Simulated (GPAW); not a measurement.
Set up this calculation in GPAW 26.7.0, as an ASE script.

* Task: single point
* Functional: PBE
* Potentials or basis: GPAW PAW data sets (gpaw-data 1.2.1)
* Cutoff: 800 eV
* Basis: pw
* k mesh: 9 × 9 × 3
* Occupations: fermi-dirac, width 0.05 eV
* Spin: no spin polarisation
* Maxiter: 100

C:

```xyz
8
Lattice="2.5221 0.0000 0.0000 -1.2611 2.1842 0.0000 0.0000 0.0000 8.2371" Properties=species:S:1:pos:R:3 pbc="T T T"
C     1.2611    0.7281    6.9501
C     0.0000    1.4561    2.8315
C     1.2611    0.7281    5.4056
C     0.0000    1.4561    1.2870
C     0.0000    0.0000    7.4649
C     0.0000    0.0000    3.3463
C     0.0000    0.0000    4.8908
C     0.0000    0.0000    0.7722
```

This is a hexagonal form of diamond, not graphite.

The input as run:

run.py

```python
from ase import Atoms
from ase.dft.bandgap import bandgap
from ase.io import write
from ase.units import GPa
from gpaw import GPAW, PW

atoms = Atoms(['C', 'C', 'C', 'C', 'C', 'C', 'C', 'C'],
              cell=[[2.5221, 0.0, 0.0],
                    [-1.26105, 2.1842026709, 0.0],
                    [0.0, 0.0, 8.2371]],
              scaled_positions=[[0.6666666667, 0.3333333333, 0.84375],
                                [0.3333333333, 0.6666666667, 0.34375],
                                [0.6666666667, 0.3333333333, 0.65625],
                                [0.3333333333, 0.6666666667, 0.15625],
                                [0.0, 0.0, 0.90625],
                                [0.0, 0.0, 0.40625],
                                [0.0, 0.0, 0.59375],
                                [0.0, 0.0, 0.09375]],
              pbc=True)

calc = GPAW(mode=PW(800),
            xc='PBE',
            kpts={'size': (9, 9, 3), 'gamma': True},
            occupations={'name': 'fermi-dirac', 'width': 0.05},
            nbands=32,
            convergence={'density': 1e-05, 'energy': 1e-05},
            maxiter=100,
            txt='gpaw.txt')
atoms.calc = calc
energy = atoms.get_potential_energy()
forces = atoms.get_forces()
stress = atoms.get_stress()
calc.write('gs.gpw')
write('result.traj', atoms)
print(f'Energy: {energy:.6f} eV')
print('Forces (eV/A):')
print(forces.round(4))
print('Stress (GPa):', (stress / GPa).round(3))
print('Fermi level:', round(calc.get_fermi_level(), 4), 'eV')
print(f'Gap: {bandgap(calc)[0]:.4f} eV, direct: {bandgap(calc, direct=True)[0]:.4f} eV')
```

Potentials or basis: GPAW PAW data sets (gpaw-data 1.2.1), pw.

Launch:

```console
$ OMP_NUM_THREADS=1 python run.py
```

It gave:

```
Pressure               : 1.9 GPa
Largest force          : 0.329 eV/Å
Band gap on the k mesh : 4.43 eV, indirect (least direct gap 5.19 eV)
```

Caveat: an odd mesh through Γ misses points on the zone boundary, where band edges often lie.

Wall time 36 s on 1 thread of AMD EPYC 7B13 (Zen 3) (shared host), peak memory 0.22 GiB.
